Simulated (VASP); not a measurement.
Write the native input for VASP 6.6.1 that does the following.

| Quantity | Value |
| --- | --- |
| Task | single point |
| Functional | PBE |
| Potentials or basis | VASP PAW PBE potentials, release 64 (Ta_pv, S) |
| Cutoff | 520 eV |
| k mesh | 9 × 9 × 5 |
| Occupations | gaussian, width 0.022 eV |
| Spin | no spin polarisation |
| Further INCAR settings | ALGO = Fast; EDIFF = 1e-06; NBANDS = 18 |

The structure of TaS2 lies in POSCAR:

```
TaS2
1.0
    3.3500000000      0.0000000000      0.0000000000
   -1.6750000000      2.9011851027      0.0000000000
    0.0000000000      0.0000000000      5.8600000000
Ta S
1 2
Direct
    0.0000000000      0.0000000000      0.0000000000
    0.6666666667      0.3333333333      0.7500000000
    0.3333333333      0.6666666667      0.2500000000
```

These files were run (other wordings do the same):

INCAR

```
PREC     = Accurate       # precision mode
ENCUT    = 520            # plane-wave cutoff, eV
EDIFF    = 1E-6           # SCF threshold, eV
ISMEAR   = 0              # smearing method
SIGMA    = 0.022          # smearing width, eV
LREAL    = False          # projectors in reciprocal space
LASPH    = True           # aspherical terms in the spheres
NELM     = 80             # most SCF steps
ALGO     = Fast           # electronic algorithm
ISIF     = 2              # what is computed and relaxed
LWAVE    = False          # write WAVECAR
LCHARG   = False          # write CHGCAR
GGA      = PE             # functional
NBANDS   = 18             # bands
```

KPOINTS

```
regular mesh
0
Gamma
  9 9 5
```

Potentials or basis: VASP PAW PBE potentials, release 64 (Ta_pv, S).

Command:

```console
$ cat potpaw_PBE.64/Ta_pv/POTCAR potpaw_PBE.64/S/POTCAR > POTCAR
$ mpirun -np 1 vasp_std > vasp.out
```

Results of the run:

The pressure is 9.1 GPa and the largest force is 1.262 eV/Å. The band gap on the k mesh is none (metal or under the smearing width).

Caveat: this functional lacks dispersion, which binds the layers, so the pressure and a relaxed spacing across them are unreliable; forces of over 1 eV/Å show positions far from the minimum, so gaps and moduli don't describe the material at rest.

Run time: 30 s on 1 thread of Intel(R) Xeon(R) 6975P-C (Granite Rapids) (shared host), peak memory 0.21 GiB.
